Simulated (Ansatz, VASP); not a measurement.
## SnTe: VASP beside Ansatz

The input POSCAR:

```
SnTe
1.0
   -0.0908694866      3.1622472510      3.1622472510
    3.1622472510     -0.0908694866      3.1622472510
    3.1622472510      3.1622472510     -0.0908694866
Sn Te
1 1
Direct
    0.0000000000      0.0000000000      0.0000000000
    0.5000000000      0.5000000000      0.5000000000
```

Contents of INCAR.step1:

```
SYSTEM = SnTe
ALGO = Normal ; EDIFF = 1E-4
ENCUT = 520 ; GGA = PE
ISMEAR = -1 ; LASPH = .TRUE.
LCHARG = .FALSE. ; LREAL = .FALSE.
LWAVE = .TRUE. ; NBANDS = 17
NELM = 100 ; PREC = Accurate
SIGMA = 0.02
```

File INCAR.step2:

```
SYSTEM = SnTe
ALGO = Normal ; EDIFF = 1E-6
ENCUT = 520 ; ISIF = 2
ISMEAR = -1 ; ISTART = 1
LASPH = .TRUE. ; LCHARG = .FALSE.
LMIXTAU = .TRUE. ; LREAL = .FALSE.
LWAVE = .FALSE. ; METAGGA = R2SCAN
NBANDS = 17 ; NELM = 100
PREC = Accurate ; SIGMA = 0.02
```

File KPOINTS:

```
k-points
0
G
  8 8 8
  0 0 0
```

Input for Ansatz:

```yaml
crystal:
  lattice:
    - [-0.0908694866, 3.162247251, 3.162247251]
    - [3.162247251, -0.0908694866, 3.162247251]
    - [3.162247251, 3.162247251, -0.0908694866]
  atoms:
    - { symbol: Sn, position: [0.0, 0.0, 0.0] }
    - { symbol: Te, position: [0.5, 0.5, 0.5] }
kpoints:
  mp_grid: { grid: [8, 8, 8] }
  band_path:
    path:
      - [0.0, 0.0, 0.0]
      - [0.5, 0.0, 0.5]
      - [0.625, 0.25, 0.625]
      - [0.375, 0.375, 0.75]
      - [0.5, 0.5, 0.5]
      - [0.5, 0.25, 0.75]
      - [0.0, 0.0, 0.5]
    npoints: 1
hamiltonian:
  xc: r2scan
scf:
  occupations: { method: fermi_dirac, width: 0.02 }
  n_extra_bands: 4
output:
  forces: true
  stress: true
  eigenvalues: true
  write_density: true
  write_potential: true
  elf: true
  volumetric_format: npy
```

Change from the starting cell: epitaxial_111 strain +2.0%.

Alike in both runs: task single point; functional r2SCAN; k mesh 8 × 8 × 8; occupations fermi-dirac, width 0.02 eV; no spin polarisation.

```csv
,VASP,Ansatz
version,VASP 6.6.1,Ansatz 0.2.0
potentials or method,"VASP PAW PBE potentials, release 64 (Sn_d, Te)","plane waves, PAW"
plane-wave cutoff (eV),520,500
valence electrons in the cell,20,30
```

```csv
,VASP,Ansatz,Ansatz less VASP
pressure (GPa),-0.8,-0.8,0.00
largest component of the traceless stress (GPa),0.46,0.46,0.000
```

The two sets of potentials don't hold the same shells in valence.

Caveats: the PAW data sets were made with another functional, which shifts forces and pressure a little (VASP). The runs have no spin-orbit coupling, so splittings on Te are missing.
